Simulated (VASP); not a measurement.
C, 2 atoms in the cell. It takes space group Fd-3m (No. 227, cubic). The conventional cell has a = 3.567 Å, b = 3.567 Å, c = 3.567 Å, α = 90.00°, β = 90.00°, γ = 90.00°. C (site symmetry -43m) is surrounded by 4 C at 1.54 Å. This isn't the form of C at room conditions, which is graphite.

```yaml
Program: VASP 6.6.1
Task: relaxation of cell and atoms
Functional: PBEsol
Potentials_or_basis: VASP PAW PBE potentials, release 64 (C)
Cutoff: 600 eV
k_mesh: 14 × 14 × 14
Occupations: gaussian, width 0.03 eV
Spin: no spin polarisation
Further_INCAR_settings: ALGO = Normal; EDIFF = 1e-06; IBRION = 2; EDIFFG = -0.01; NSW = 90; ISIF = 3
```

Potentials or basis: VASP PAW PBE potentials, release 64 (C).

The run is started by

```sh
$ cat potpaw_PBE.64/C/POTCAR > POTCAR
$ mpirun -np 1 vasp_std > vasp.out
```

Hardware: 1 thread of Intel(R) Xeon(R) 6975P-C (Granite Rapids), on a shared host.

Task: Estimate the wall time of this run.

Result: Run time: 7.1 s on 1 thread of Intel(R) Xeon(R) 6975P-C (Granite Rapids), with other jobs on the host, peak memory 0.12 GiB. Counts: scf iterations 22, k points 104, ion steps 3.
